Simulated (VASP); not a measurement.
# SnSe₂: restarted molecular dynamics, 2 variants

SnSe₂, P-3m1 (no. 164), 12 atoms in the cell. PBE, molecular dynamics; PAW potentials Sn, Se (PBE set).

| Restart from | Temperature at the end (K) | The same without a restart (K) | Potential energy at the end (eV/atom) | The same without a restart (eV/atom) | Electronic steps in the first step after the restart | Time (s) |
|---|---|---|---|---|---|---|
| CONTCAR with velocities, WAVECAR read | 1213.0 | 1213.0 | -3.68101 | -3.68102 | 4 | 622 |
| CONTCAR with velocities, no WAVECAR | 1213.0 | 1213.0 | -3.68102 | -3.68102 | 14 | 784 |

Limits: 180 fs of 12 atoms are too short for converged averages.

## Input of the first row

INCAR.step1:
```
GGA = PE
PREC = Normal
ENCUT = 210
EDIFF = 1E-6
NELMIN = 4
NELM = 60
ALGO = Normal
LREAL = Auto
LASPH = T
ISMEAR = 0
SIGMA = 0.05
ISYM = 0
LWAVE = T
LCHARG = F
IBRION = 0
NSW = 30
POTIM = 3.0
TEBEG = 1000
ISIF = 2
RANDOM_SEED = 417608 0 0
MDALGO = 2
SMASS = 0
KPAR = 2
```

INCAR.step2, as INCAR.step1 but for:
```
- LWAVE = T
+ LWAVE = F
```

KPOINTS:
```
k-points
0
Monkhorst-Pack
  2 2 2
```

POSCAR.step1:
```
SnSe2
1.0
    7.6220000000      0.0000000000      0.0000000000
   -3.8110000000      6.6008456276      0.0000000000
    0.0000000000      0.0000000000      6.1360000000
Sn Se
4 8
Direct
    0.0000000000      0.0000000000      0.0000000000
    0.0000000000      0.5000000000      0.0000000000
    0.5000000000      0.0000000000      0.0000000000
    0.5000000000      0.5000000000      0.0000000000
    0.3333333334      0.1666666666      0.7510000000
    0.3333333334      0.6666666667      0.7510000000
    0.8333333334      0.1666666666      0.7510000000
    0.8333333334      0.6666666667      0.7510000000
    0.1666666666      0.3333333334      0.2490000000
    0.1666666667      0.8333333334      0.2490000000
    0.6666666667      0.3333333334      0.2490000000
    0.6666666667      0.8333333334      0.2490000000
```

Commands (each step's output is kept before the next begins):
```
cat potpaw_PBE.64/Sn/POTCAR potpaw_PBE.64/Se/POTCAR > POTCAR
cp INCAR.step1 INCAR
cp POSCAR.step1 POSCAR
mpirun -np 2 vasp_std > vasp.out
cp CONTCAR POSCAR
cp INCAR.step2 INCAR
mpirun -np 2 vasp_std > vasp.out
```

Changes of the last row against the first:
```
(step 1)
- LWAVE = True
+ LWAVE = False
```

VASP 6.6.1 took 622 s on 2 cores (Intel Xeon Platinum 8259CL @ 2.50GHz (Skylake/Cascade Lake)), a shared host.
